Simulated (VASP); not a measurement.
Data:

```
CELL_PARAMETERS angstrom
      0.00000     2.98500     2.98500
      2.98500     0.00000     2.98500
      2.98500     2.98500     0.00000
ATOMIC_POSITIONS crystal
  Na 0.00000 0.00000 0.00000
  Br 0.50000 0.50000 0.50000
```

These are PBE GGA, VASP's PBE PAW potentials (set 64) (plane waves; VASP) values and carry that method's errors. Numerical set-up: 400 eV cut-off, 7×7×7 Γ-centred mesh, first-order Methfessel-Paxton smearing of 0.050 eV, potentials Na_pv Br.

**Question.** What does the run give for the energy per atom (σ→0), band gap (on the k-mesh) with the smallest direct gap where there is one?

**Answer.** 
```
Property                                      Value
-----------------------------------  --------------
band gap (on the k-mesh)                    4.16 eV
smallest direct gap (on the k-mesh)         4.16 eV
energy per atom (σ→0)                -3.058 eV/atom
```

Total energies compare only between runs with the same potentials, cut-off and functional.

The compound is NaBr in the rock salt structure. The cell was not relaxed at this level. The run is one of a series of settings (ISMEAR = 1 against the base run), some of them coarse on purpose.
